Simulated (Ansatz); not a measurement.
# C: single point with PBEsol

C:

```
C
1.0
     0.00000    1.78337    1.78337
     1.78337    0.00000    1.78337
     1.78337    1.78337    0.00000
C
2
Direct
  0.74778 0.75306 0.75416
  0.48928 0.49860 0.49360
```

This isn't the form of C at room conditions, which is graphite.

The cell isn't the ideal one: atoms moved at random, drawn with an rms of 0.05 Å.

```
Program             : Ansatz 0.2.0
Task                : single point
Functional          : PBEsol
Potentials or basis : all-electron LAPW, scalar-relativistic
Cutoff              : 461 eV (chosen from the basis error)
Basis error allowed : 0.001 eV/atom
k mesh              : 13 × 13 × 13
Occupations         : fermi-dirac, width 0.05 eV
Spin                : no spin polarisation
```

* Pressure: -4.0 GPa
* Largest force: 1.653 eV/Å
* Band gap on the k mesh: 3.11 eV, indirect (least direct gap 3.94 eV)

Forces on the atoms (eV/Å):
```
C   -0.893 -1.177 -0.742
C    0.893  1.177  0.742
```

Stress tensor (GPa, compression positive):
```
-3.98 -0.43 -1.13
-0.43 -4.09 -0.69
-1.13 -0.69 -3.94
```

Levels at points of the mesh, in eV from the valence-band top:
| k point | band 3 | band 4 | band 5 | band 6 | band 7 | band 8 | band 9 | band 10 |
| --- | --- | --- | --- | --- | --- | --- | --- | --- |
| (0.00, 0.00, 0.00) | -22.38 | -1.39 | -1.19 | 0.00 | 3.94 | 4.95 | 5.13 | 12.49 |

Wall time 2.6 min on 1 thread of Intel(R) Xeon(R) Processor @ 2.50GHz (Skylake/Cascade Lake), with other jobs on the host, peak memory 0.96 GiB.

Caveat: an odd mesh through Γ misses points on the zone boundary, where band edges often lie.
